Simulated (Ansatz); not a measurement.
The same path of CH$_{3}$N$_{2}$O (7 atoms, charge -1, multiplicity 1) was run twice with different band settings. The coordinate that changes most is the dihedral N1–C2–N3–H7.

The calculation used Ansatz 0.2.0, RKS r2SCAN-D4/def2-SVP.

Relaxed end points:

```xyz
7
Properties=species:S:1:pos:R:3
N -0.852 1.014 -0.324
C -0.233 -0.156 -0.297
N 1.074 -0.091 0.349
O -0.562 -1.288 -0.739
H -1.717 0.828 -0.849
H 1.067 0.670 1.028
H 1.223 -0.977 0.832
```

```xyz
7
Properties=species:S:1:pos:R:3
N -0.961 0.953 -0.172
C -0.291 -0.189 -0.216
N 0.749 -0.274 0.804
O -0.406 -1.199 -0.958
H -1.681 0.847 -0.899
H 1.523 -0.808 0.410
H 1.066 0.669 1.031
```

Common settings: movable images 7; climbing image yes; spring 5.0 eV/Å²; optimiser quadratic models (default); start path through a guess of the saddle point; iteration limit 60; end points relaxed.

| run | force threshold |
| --- | --- |
| 1 | 0.03 eV/Å |
| 2 | 0.5 eV/Å |

Task: What does each run give, and how far can it be trusted?

Result: Run 1: converged after 11 iterations, highest image 0.355 eV above the first end. A vibrational analysis at the climbing image gives one clearly imaginary mode, 235i cm⁻¹: a first-order saddle point.
Run 2: converged after 8 iterations, highest image 0.355 eV above the first end. The threshold of 0.5 eV/Å is loose, so the images may lie well off the minimum-energy path. Another band between the same ends (7 images) ends at a top of the same energy, where a vibrational analysis finds 1 clearly imaginary mode.
Limits of this set-up: an anion without diffuse functions, the dipole of an ion depends on the origin.
